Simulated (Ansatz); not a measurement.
# CoO (P3m1) in Ansatz: band structure with PBEsol

Aim: the band structure of CoO with PBEsol.

Everything below comes from runs of Ansatz 0.2.0. Logs are shortened: lines on timing, memory, paths and dates and some standing lists are left out, and cuts for length are marked.

**1. The structure**

Symmetry: P6_3mc, No. 186, hexagonal system. The conventional cell has a = 3.198 Å, b = 3.198 Å, c = 5.229 Å, α = 90.00°, β = 90.00°, γ = 120.00°. Co (site symmetry 3m) has 4 O at 1.93 to 1.97 Å as nearest neighbours. O (site symmetry 3m) is surrounded by 4 Co at 1.93 to 1.97 Å.

Measurements of this composition are mostly on another form, of space group No. 225.

**2. Band structure, PBEsol, collinear spin, ferromagnetic start**

File input.yaml:

```yaml
crystal:
  lattice:
    - [3.1976457435, 0.0, 0.0]
    - [-1.5988228718, 2.7692424462, 0.0]
    - [0.0, 0.0, 5.22870971]
  atoms:
    - { symbol: Co, position: [0.3333333333, 0.6666666667, 0.50336241], spin: 2.0 }
    - { symbol: Co, position: [0.0, 0.0, 0.00347414], spin: 2.0 }
    - { symbol: O, position: [0.3333333333, 0.6666666667, 0.8715556] }
    - { symbol: O, position: [0.0, 0.0, 0.37160885] }
hamiltonian:
  xc: pbesol
  pseudopotentials: { kind: paw }
magnetization:
  spin_polarized: true
kpoints:
  mp_grid: { grid: [10, 10, 5] }
  band_path:
    path:
      - [[0.0, 0.0, 0.0], [0.5, 0.0, 0.0], [0.3333333333, 0.3333333333, 0.0], [0.0, 0.0, 0.0], [0.0, 0.0, 0.5], [0.5, 0.0, 0.5], [0.3333333333, 0.3333333333, 0.5], [0.0, 0.0, 0.5]]
      - [[0.5, 0.0, 0.5], [0.5, 0.0, 0.0]]
      - [[0.3333333333, 0.3333333333, 0.0], [0.3333333333, 0.3333333333, 0.5]]
    npoints: 14
scf:
  occupations: { method: fermi_dirac, width: 0.05 }
  n_extra_bands: 10
output:
  forces: true
  stress: true
  eigenvalues: true
  fatbands: true
```

Potentials or basis: Ansatz PAW.

Run with:

```
ansatz run input.yaml --threads 2 --pin off --max-ram 5632MiB --backend cpu --events-out ev --progress --plain --runs-dir out
```

Standard output:

```text
Warning: RAYON_NUM_THREADS=2 ignored (pool sized by the plan → 2); use --threads N
scf.n_extra_bands = 10 over 23 filled bands (N_el = 46.0): the run solves 33 bands
Engine: ansatz 0.2.0, aarch64-unknown-linux-gnu
Pseudopotentials: kind: paw
Pseudopotential: Co, paw, valence charge 17, recommended cutoff 420 eV (normal), Co.paw.azcp
Pseudopotential: O, paw, valence charge 6, recommended cutoff 420 eV (normal), O.paw.azcp
Functional definition: PBEsol
  exchange = pbesol_x
  correlation = pbesol_c
Crystal: 4 atoms, lattice volume = 46.301 Å³
Basis set: ecut = 420 eV, 917 PW (Γ), exchange–correlation on 48×48×72 points (8 copies of the dense FFT grid, shifted against one another)
Bands: 33, of which v1, the nominal top of the filled ones, is band 23 counted from 1 (22 counted from 0)
Symmetry: 6 space group operations
Space group: P3m1 (ITA 156), of the structure as read, at distance tolerance 3.6e-5 Å
Magnetic group: BNS 156.49 (UNI 1279), of the structure as read, at distance tolerance 3.6e-5 Å
k-points: 58 of 500 (time reversal used)
Non-local potential: Co, projectors of the file, l = 0: 3, l = 1: 2, l = 2: 3, l = 3: 1
Non-local potential: O, projectors of the file, l = 0: 2, l = 1: 2, l = 2: 1
PAW form: soft (Blöchl's): semilocal exchange-correlation on the pseudo side does not see the compensation charge
PAW frozen core: Co, regenerated for the run's functional, and the local potential with it (the file was generated under x = pbe(κ = 0.804, μ = 0.2195149727645171), c = pbe(β = 0.06672455060314922))
PAW frozen core: O, regenerated for the run's functional, and the local potential with it (the file was generated under x = pbe(κ = 0.804, μ = 0.2195149727645171), c = pbe(β = 0.06672455060314922))
PAW one-centre angular grid: Co, 590 points (default); XC on 64 Gauss nodes
PAW one-centre angular grid: O, 110 points (default); XC on 64 Gauss nodes
Initial density: superposition of atomic densities (chi_scale 0.1, normalization cell, long waves kept (reshape's long-wave potential 0.00 eV rms))
Starting moments: Σ|m| = 4 μB on 2 of 4 sites
Initial wavefunctions: pseudopotential atomic-orbital guess
Functional: x = pbesol(κ = 0.804, μ = 0.12345679012345678), c = pbesol(β = 0.046)
SCF iter   1: F=—  HF=-11302.921269 eV  |F-HF|=—  |Δ(HF+E_count)|=         —  Δρ=9.68e-2 (↑9.68e-2 ↓8.24e-2)  dr2=1.02e1  dr2_m=3.57e-1  M=4.375 μB ∫|m|=4.375 μB  β_m=0.30  ethr=3.10e-3  ⟨swp⟩=5.7  Hψ=14491  notcnv=0  defer=19
Mixer restart at iter 1: flushing history
preconditioner: auto → Kerker (q_TF=auto, 2.725 Å⁻¹)  [metal: Δε(μ)=0.001 eV  Ē_g=11.941 eV  σ=0.050 eV  W_gap=0.01  n_scr=22 (ndim 8)  ℏωp=29.9 eV  f_vac=0.000  D(μ)=6.24/eV (n_scr^D=98)]
spin=Collinear: Kerker preconditioning applied to the charge; magnetization (m = ρ↑ − ρ↓) channel mixes plain (no charge-response kernel on spin).
SCF iter   2: F=—  HF=-11304.344634 eV  |F-HF|=—  |Δ(HF+E_count)|=    1.42e0  Δρ=7.58e-2 (↑7.58e-2 ↓5.67e-2)  dr2=1.31e0  dr2_m=1.56e0  M=5.376 μB ∫|m|=5.376 μB  β_m=0.39  ethr=3.10e-3  ⟨swp⟩=3.8  Hψ=8578  notcnv=0  defer=343
SCF iter   3: F=—  HF=-11304.766061 eV  |F-HF|=—  |Δ(HF+E_count)|=   4.21e-1  Δρ=4.76e-2 (↑4.76e-2 ↓4.32e-2)  dr2=5.17e-1  dr2_m=7.43e-1  M=5.565 μB ∫|m|=5.566 μB  β_m=0.67  ethr=2.86e-3  ⟨swp⟩=2.0  Hψ=5469  notcnv=0  defer=361
SCF iter   4: F=—  HF=-11304.886730 eV  |F-HF|=—  |Δ(HF+E_count)|=   1.21e-1  Δρ=1.59e-2 (↑1.07e-2 ↓1.59e-2)  dr2=5.85e-2  dr2_m=5.78e-2  M=5.751 μB ∫|m|=5.754 μB  β_m=0.85  ethr=1.12e-3  ⟨swp⟩=2.2  Hψ=5861  notcnv=0  defer=361
SCF iter   5: F=—  HF=-11304.887798 eV  |F-HF|=—  |Δ(HF+E_count)|=         —  Δρ=5.05e-3 (↑2.11e-3 ↓5.05e-3)  dr2=9.54e-3  dr2_m=3.47e-3  M=5.814 μB ∫|m|=5.820 μB  β_m=0.85  ethr=1.27e-4  ⟨swp⟩=2.3  Hψ=7235  notcnv=0  defer=378
Mixer restart at iter 5: flushing history
SCF iter   6: F=—  HF=-11304.889803 eV  |F-HF|=—  |Δ(HF+E_count)|=   2.00e-3  Δρ=3.23e-3 (↑3.23e-3 ↓2.15e-3)  dr2=6.55e-3  dr2_m=3.38e-4  M=5.818 μB ∫|m|=5.824 μB  β_m=0.77  ethr=2.07e-5  ⟨swp⟩=2.0  Hψ=7278  notcnv=0  defer=378
SCF iter   7: F=—  HF=-11304.888587 eV  |F-HF|=—  |Δ(HF+E_count)|=   1.22e-3  Δρ=1.31e-3 (↑8.06e-4 ↓1.31e-3)  dr2=1.34e-3  dr2_m=4.34e-5  M=5.817 μB ∫|m|=5.823 μB  β_m=0.73  ethr=1.42e-5  ⟨swp⟩=2.0  Hψ=7158  notcnv=0  defer=378
SCF iter   8: F=—  HF=-11304.888469 eV  |F-HF|=—  |Δ(HF+E_count)|=   1.17e-4  Δρ=6.26e-4 (↑3.95e-4 ↓6.26e-4)  dr2=4.00e-4  dr2_m=1.30e-5  M=5.816 μB ∫|m|=5.822 μB  β_m=0.76  ethr=2.92e-6  ⟨swp⟩=2.1  Hψ=5120  notcnv=0  defer=378
SCF iter   9: F=—  HF=-11304.888532 eV  |F-HF|=—  |Δ(HF+E_count)|=   6.21e-5  Δρ=5.09e-4 (↑3.33e-4 ↓5.09e-4)  dr2=2.59e-4  dr2_m=5.79e-6  M=5.815 μB ∫|m|=5.821 μB  β_m=0.68  ethr=8.69e-7  ⟨swp⟩=2.0  Hψ=6312  notcnv=0  defer=378
SCF iter  10: F=—  HF=-11304.888524 eV  |F-HF|=—  |Δ(HF+E_count)|=   7.49e-6  Δρ=2.24e-4 (↑1.64e-4 ↓2.24e-4)  dr2=5.43e-5  dr2_m=1.74e-6  M=5.815 μB ∫|m|=5.821 μB  β_m=0.74  ethr=5.63e-7  ⟨swp⟩=2.3  Hψ=4676  notcnv=0  defer=378
SCF iter  11: F=—  HF=-11304.888485 eV  |F-HF|=—  |Δ(HF+E_count)|=   3.91e-5  Δρ=1.31e-4 (↑6.29e-5 ↓1.31e-4)  dr2=1.26e-5  dr2_m=1.01e-6  M=5.815 μB ∫|m|=5.821 μB  β_m=0.87  ethr=1.18e-7  ⟨swp⟩=2.1  Hψ=5632  notcnv=0  defer=378
SCF iter  12: F=—  HF=-11304.888488 eV  |F-HF|=—  |Δ(HF+E_count)|=   2.86e-6  Δρ=4.45e-5 (↑2.02e-5 ↓4.45e-5)  dr2=1.55e-6  dr2_m=8.91e-8  M=5.815 μB ∫|m|=5.821 μB  β_m=0.94  ethr=2.75e-8  ⟨swp⟩=2.3  Hψ=5195  notcnv=0  defer=378
SCF iter  13: F=—  HF=-11310.046928 eV  |F-HF|=—  |Δ(HF+E_count)|=         —  Δρ=3.34e-1 (↑3.34e-1 ↓3.26e-1)  dr2=3.35e-2  dr2_m=4.61e1  M=0.534 μB ∫|m|=4.560 μB  β_m=1.00  ethr=3.36e-9  ⟨swp⟩=2.4  Hψ=5380  notcnv=0  defer=378
Mixer restart at iter 13: flushing history
SCF iter  14: F=—  HF=-11305.066258 eV  |F-HF|=—  |Δ(HF+E_count)|=    4.98e0  Δρ=4.38e-2 (↑1.39e-2 ↓4.38e-2)  dr2=2.79e-1  dr2_m=3.47e-1  M=0.237 μB ∫|m|=4.863 μB  β_m=0.94  ethr=1.09e-4  ⟨swp⟩=3.2  Hψ=8926  notcnv=0  defer=378
SCF iter  15: F=—  HF=-11305.107240 eV  |F-HF|=—  |Δ(HF+E_count)|=   4.10e-2  Δρ=3.63e-2 (↑3.63e-2 ↓2.18e-2)  dr2=7.38e-1  dr2_m=7.95e-2  M=-0.068 μB ∫|m|=4.892 μB  β_m=0.85  ethr=1.09e-4  ⟨swp⟩=3.5  Hψ=9156  notcnv=0  defer=358
SCF iter  16: F=—  HF=-11305.057351 eV  |F-HF|=—  |Δ(HF+E_count)|=   4.99e-2  Δρ=1.93e-2 (↑1.03e-2 ↓1.93e-2)  dr2=2.13e-1  dr2_m=1.01e-2  M=0.099 μB ∫|m|=4.941 μB  β_m=0.74  ethr=1.09e-4  ⟨swp⟩=3.2  Hψ=9401  notcnv=0  defer=353
SCF iter  17: F=—  HF=-11305.017711 eV  |F-HF|=—  |Δ(HF+E_count)|=   3.96e-2  Δρ=9.16e-3 (↑3.63e-3 ↓9.16e-3)  dr2=2.60e-2  dr2_m=7.37e-3  M=-0.006 μB ∫|m|=4.961 μB  β_m=0.63  ethr=1.09e-4  ⟨swp⟩=2.1  Hψ=7799  notcnv=0  defer=353
SCF iter  18: F=—  HF=-11305.006021 eV  |F-HF|=—  |Δ(HF+E_count)|=   1.17e-2  Δρ=2.24e-3 (↑1.68e-3 ↓2.24e-3)  dr2=2.88e-3  dr2_m=1.10e-3  M=-0.024 μB ∫|m|=4.964 μB  β_m=0.81  ethr=5.65e-5  ⟨swp⟩=2.2  Hψ=6771  notcnv=0  defer=353
SCF iter  19: F=—  HF=-11305.005244 eV  |F-HF|=—  |Δ(HF+E_count)|=   7.77e-4  Δρ=1.58e-3 (↑1.58e-3 ↓1.16e-3)  dr2=1.28e-3  dr2_m=2.87e-4  M=-0.004 μB ∫|m|=4.967 μB  β_m=0.91  ethr=6.25e-6  ⟨swp⟩=2.3  Hψ=5154  notcnv=0  defer=353
SCF iter  20: F=—  HF=-11305.005522 eV  |F-HF|=—  |Δ(HF+E_count)|=   2.78e-4  Δρ=7.33e-4 (↑5.01e-4 ↓7.33e-4)  dr2=3.25e-4  dr2_m=4.68e-5  M=-0.000 μB ∫|m|=4.966 μB  β_m=0.95  ethr=2.78e-6  ⟨swp⟩=2.0  Hψ=4223  notcnv=0  defer=353
SCF iter  21: F=—  HF=-11305.005526 eV  |F-HF|=—  |Δ(HF+E_count)|=   4.03e-6  Δρ=1.45e-4 (↑1.45e-4 ↓1.22e-4)  dr2=1.94e-5  dr2_m=4.04e-6  M=-0.002 μB ∫|m|=4.966 μB  β_m=0.98  ethr=7.07e-7  ⟨swp⟩=2.3  Hψ=6231  notcnv=0  defer=353
SCF iter  22: F=—  HF=-11305.005526 eV  |F-HF|=—  |Δ(HF+E_count)|=   6.43e-7  Δρ=9.65e-5 (↑5.61e-5 ↓9.65e-5)  dr2=8.64e-6  dr2_m=5.57e-7  M=-0.002 μB ∫|m|=4.966 μB  β_m=0.99  ethr=4.22e-8  ⟨swp⟩=1.0  Hψ=3868  notcnv=0  defer=353
SCF iter  23: F=—  HF=-11305.005526 eV  |F-HF|=—  |Δ(HF+E_count)|=   6.52e-7  Δρ=3.02e-5 (↑3.02e-5 ↓2.36e-5)  dr2=1.22e-6  dr2_m=9.32e-8  M=-0.001 μB ∫|m|=4.966 μB  β_m=0.99  ethr=1.88e-8  ⟨swp⟩=2.0  Hψ=4118  notcnv=0  defer=353
SCF iter  24: F=—  HF=-11305.005526 eV  |F-HF|=—  |Δ(HF+E_count)|=   1.90e-8  Δρ=1.83e-5 (↑1.83e-5 ↓7.13e-6)  dr2=2.03e-7  dr2_m=2.20e-8  M=-0.001 μB ∫|m|=4.966 μB  β_m=1.00  ethr=2.66e-9  ⟨swp⟩=2.2  Hψ=4308  notcnv=0  defer=353
SCF iter  25: F=—  HF=-11305.005526 eV  |F-HF|=—  |Δ(HF+E_count)|=  5.18e-10  Δρ=2.91e-6 (↑2.91e-6 ↓1.94e-6)  dr2=8.05e-9  dr2_m=1.05e-9  M=-0.001 μB ∫|m|=4.966 μB  β_m=1.00  ethr=4.40e-10  ⟨swp⟩=2.4  Hψ=5522  notcnv=0  defer=353
SCF iter  26: F=-11305.005526 eV  HF=-11305.005526 eV  |F-HF|=2.89e-9  |Δ(HF+E_count)|=   1.39e-9  Δρ=1.98e-6 (↑1.20e-6 ↓1.98e-6)  dr2=4.32e-9  dr2_m=2.49e-10  M=-0.001 μB ∫|m|=4.966 μB  ethr=1.75e-11  ⟨swp⟩=7.6  Hψ=14184  notcnv=0
SCF 1 converged in 26 iterations: F = -11305.005526 eV  dr2 = 4.32e-9
WARN: the starting moments were not kept: 1 of 2 ended reversed and 1 kept their direction, counting a site from 0.1 μB. The largest reversed, site 1 (counted from 0, in the order of the report's site_moments_mub), started with +2.0 μB and closes at -2.1e0 μB in its sphere. The net magnetisation is 9.4e-4 μB in size, at most 0.1 of the 4 μB that the starting moments add up to as vectors. The SCF closed on another magnetic arrangement than the starting moments describe; that does not show which of the two is lower. To try another start: change the starting moments (crystal.atoms[].spin, magnetization.per_species, magnetization.initial_magnetization, or on a non-collinear deck that types none of these the spinor_matrix: blocks that start its atoms; where the total moment is fixed, keep their sum and leave initial_magnetization as it is; typed ones take the place of any that the run laid by itself, positive ones on a crystal's lanthanoids without a Hubbard term where scf.initial_density.shell_occupations: [] is typed); see also scf.mixing.spin_hold.
NSCF: frozen V_eff on 129 k-points
SCF converged after 26 iterations
Magnetization: -0.0009 μB (22.9995 up, 23.0005 down)
Absolute magnetization: 4.9664 μB (∫|ρ↑−ρ↓|, with the PAW one-centre terms)
Spin contamination: 2.3839 ħ² per cell (⟨S²⟩ above its minimum at these occupations)
Per-site moments (μB) at R_I (Å): [(2.085568189852047, 0.7941348144299109), (-2.0859952012716847, 0.7940086822655766), (-0.15946721425303778, 0.7941348144299109), (0.15919068605998843, 0.7940086822655766)]
Free energy (F): -11305.005526 eV
Harris-Foulkes:  -11305.005526 eV  (|F-HF|=2.89e-9)
Internal energy: -11304.972418 eV  (E = F + TS)
E sigma→0 (E₀):  -11304.988972 eV
Entropy (-TS):   -0.033108 eV (-8.277 meV/atom)
Fermi energy:    10.925212 eV
--- Per-component energies (eV) ---
  E_band       = -746.044943
  E_kinetic    = 1235.862816
  E_local      = -7793.702415  (includes V_loc(G=0)·N_el)
  E_nonlocal   = 1028.489368
  E_hartree    = 3210.121090
  E_xc         = -452.069104
  E_vxc        = -583.927854  (∫ρ·V_xc dr)
  E_paw        = -3275.809922  (= ΣΔE_a)
  E_vpaw       = -1053.012269  (= ΣTr[D̂ρ^β])
  E_aug_tail   = 0.005134  (compensation charges beyond the density's cutoff)
  E_ewald      = -5258.316798
  E_core_change = 0.447414  (= ΣΔE_core)
  E_smearing   = -0.033108  (= −TS)
  E_closure    = 0.000000  (closes the sum)
  Σ components = -11305.005526   (vs F -11305.005526, Δ=0.00e0)
--- Forces (eV/Å), atoms counted from 1 ---
  atom   1  Co     0.00000000    -0.00000000     0.10142022
  atom   2  Co     0.00000000     0.00000000     0.09595452
  atom   3  O     -0.00000000     0.00000000    -0.09801556
  atom   4  O      0.00000000    -0.00000000    -0.09935135
  max |Σ_I F_I| component: 7.83e-6 eV/Å
--- Stress (GPa, compression-positive) ---
      -10.554531       0.000000       0.000000
        0.000000     -10.554531      -0.000000
        0.000000      -0.000000      -8.592501
  P = ⅓ Tr σ = -9.9005 GPa (-99.005 kbar)
--- Band table (eV; the first three rows and the last of 116) ---
  k-point 0 ↑: bands = ["-85.3313", "-82.6980", "-48.9349", "-48.6615", "-48.6615", "-46.2906", "-46.1208", "-46.1208", "-9.0271", "-8.3099", "3.8400", "4.9682", "4.9682", "5.0090", "5.8615", "5.8615", "8.6743", "8.6743", "9.1875", "9.9651", "9.9651", "10.9130", "10.9130", "10.9978", "12.4591", "12.8830", "12.8830", "16.3188", "18.0324", "24.4548", "24.4548", "24.7461", "25.6816"]
  k-point 1 ↑: bands = ["-85.3313", "-82.6980", "-48.9349", "-48.6615", "-48.6615", "-46.2906", "-46.1208", "-46.1208", "-8.9716", "-8.3684", "3.8711", "4.8362", "4.9690", "4.9690", "5.8411", "5.8411", "8.7072", "8.7072", "9.3103", "9.9838", "9.9838", "10.9235", "10.9235", "11.3240", "12.5283", "12.8377", "12.8377", "15.5485", "18.7826", "23.5817", "24.4239", "24.4239", "25.3916"]
  k-point 2 ↑: bands = ["-85.3313", "-82.6980", "-48.9349", "-48.6615", "-48.6615", "-46.2906", "-46.1208", "-46.1208", "-8.8458", "-8.4992", "3.9880", "4.5006", "4.9708", "4.9708", "5.8088", "5.8088", "8.7616", "8.7616", "9.5408", "10.0086", "10.0086", "10.9491", "10.9491", "11.7280", "12.7602", "12.7602", "13.0606", "14.3023", "20.0924", "21.7307", "24.4316", "24.4316", "24.9451"]
  k-point 57 ↓: bands = ["-85.3308", "-82.6967", "-48.9348", "-48.6744", "-48.6707", "-46.2879", "-46.1358", "-46.1314", "-8.3499", "-8.0625", "4.2632", "4.3757", "4.6706", "5.0137", "5.6048", "5.9434", "8.0631", "8.7343", "9.1728", "9.3228", "9.5555", "10.2523", "10.6257", "11.0066", "11.7059", "11.9052", "17.5689", "18.0578", "18.9450", "19.2584", "20.1802", "20.8123", "24.5967"]
```

It took 36 s on 2 threads of Arm Neoverse V2, shared host; peak memory 0.44 GiB.

Results:

- Free energy: -11305.0055 eV
- Pressure: -9.9 GPa
- Largest force: 0.101 eV/Å
- Band gap on the k mesh: none (metal or under the smearing width)
- Net moment: 0.00 μB per cell
- Absolute moment: 4.97 μB per cell
- Site moments: Co +2.09, -2.09; O -0.16, +0.16 μB

Forces on the atoms (eV/Å):
```
Co   0.000  0.000  0.101
Co   0.000  0.000  0.096
O    0.000  0.000 -0.098
O    0.000  0.000 -0.099
```

Levels at the corners of the path, in eV from the Fermi level:
Spin up:
| point | band 19 | band 20 | band 21 | band 22 | band 23 | band 24 | band 25 | band 26 | band 27 | band 28 |
| --- | --- | --- | --- | --- | --- | --- | --- | --- | --- | --- |
| Γ | -1.74 | -0.96 | -0.96 | -0.01 | -0.01 | 0.07 | 1.53 | 1.96 | 1.96 | 5.39 |
| M | -1.99 | -1.90 | -1.39 | -0.26 | -0.15 | -0.02 | 0.73 | 1.20 | 5.65 | 6.02 |
| K | -2.28 | -1.55 | -1.55 | -0.68 | 0.06 | 0.17 | 0.53 | 0.88 | 7.00 | 7.49 |
| Γ | -1.74 | -0.96 | -0.96 | -0.01 | -0.01 | 0.07 | 1.53 | 1.96 | 1.96 | 5.39 |
| A | -1.34 | -0.91 | -0.91 | 0.03 | 0.03 | 0.84 | 1.82 | 1.82 | 2.50 | 2.93 |
| L | -1.91 | -1.51 | -1.28 | -0.37 | -0.19 | 0.08 | 0.84 | 1.08 | 5.31 | 5.69 |
| H | -1.61 | -1.50 | -1.48 | -0.72 | -0.37 | 0.10 | 0.80 | 0.96 | 6.94 | 7.59 |
| A | -1.34 | -0.91 | -0.91 | 0.03 | 0.03 | 0.84 | 1.82 | 1.82 | 2.50 | 2.93 |
| L | -1.91 | -1.51 | -1.28 | -0.37 | -0.19 | 0.08 | 0.84 | 1.08 | 5.31 | 5.69 |
| M | -1.99 | -1.90 | -1.39 | -0.26 | -0.15 | -0.02 | 0.73 | 1.20 | 5.65 | 6.02 |
| K | -2.28 | -1.55 | -1.55 | -0.68 | 0.06 | 0.17 | 0.53 | 0.88 | 7.00 | 7.49 |
| H | -1.61 | -1.50 | -1.48 | -0.72 | -0.37 | 0.10 | 0.80 | 0.96 | 6.94 | 7.59 |
Spin down:
| point | band 19 | band 20 | band 21 | band 22 | band 23 | band 24 | band 25 | band 26 | band 27 | band 28 |
| --- | --- | --- | --- | --- | --- | --- | --- | --- | --- | --- |
| Γ | -1.74 | -0.96 | -0.96 | -0.01 | -0.01 | 0.07 | 1.53 | 1.96 | 1.96 | 5.39 |
| M | -1.99 | -1.90 | -1.39 | -0.26 | -0.15 | -0.02 | 0.73 | 1.19 | 5.65 | 6.02 |
| K | -2.28 | -1.55 | -1.55 | -0.69 | 0.06 | 0.17 | 0.53 | 0.88 | 6.99 | 7.49 |
| Γ | -1.74 | -0.96 | -0.96 | -0.01 | -0.01 | 0.07 | 1.53 | 1.96 | 1.96 | 5.39 |
| A | -1.34 | -0.91 | -0.91 | 0.03 | 0.03 | 0.84 | 1.82 | 1.82 | 2.50 | 2.93 |
| L | -1.91 | -1.52 | -1.28 | -0.37 | -0.19 | 0.08 | 0.84 | 1.08 | 5.31 | 5.69 |
| H | -1.61 | -1.50 | -1.48 | -0.72 | -0.37 | 0.09 | 0.80 | 0.96 | 6.94 | 7.59 |
| A | -1.34 | -0.91 | -0.91 | 0.03 | 0.03 | 0.84 | 1.82 | 1.82 | 2.50 | 2.93 |
| L | -1.91 | -1.52 | -1.28 | -0.37 | -0.19 | 0.08 | 0.84 | 1.08 | 5.31 | 5.69 |
| M | -1.99 | -1.90 | -1.39 | -0.26 | -0.15 | -0.02 | 0.73 | 1.19 | 5.65 | 6.02 |
| K | -2.28 | -1.55 | -1.55 | -0.69 | 0.06 | 0.17 | 0.53 | 0.88 | 6.99 | 7.49 |
| H | -1.61 | -1.50 | -1.48 | -0.72 | -0.37 | 0.09 | 0.80 | 0.96 | 6.94 | 7.59 |

Caveat: the pressure holds a Pulay correction of +0.7 GPa for the finite cutoff; semilocal functionals often make such compounds metallic where correlation or magnetic order opens a gap, which also shifts bond lengths; the PAW data sets come from PBE, with cores solved anew for the run's functional, which leaves a small shift of forces and pressure; the starting moments weren't kept. With open d or f shells a metallic result of PBEsol can be an artefact of self-interaction; +U or a hybrid may open a gap.

**3. For comparison**

An earlier run on the cell as given: functional PBEsol; potentials or basis Ansatz PAW; cutoff 420 eV (not typed: the program's choice for these potentials); k mesh 10 × 10 × 5; occupations fermi-dirac, width 0.05 eV; collinear spin, ferromagnetic start; starting moments [2.0, 2.0, 0.0, 0.0] μB.

- Pressure: -9.9 GPa
- Largest force: 0.101 eV/Å
- Band gap on the k mesh: none (metal or under the smearing width)
- Net moment: 0.00 μB per cell
- Absolute moment: 4.97 μB per cell
- Site moments: Co +2.09, -2.09; O -0.16, +0.16 μB
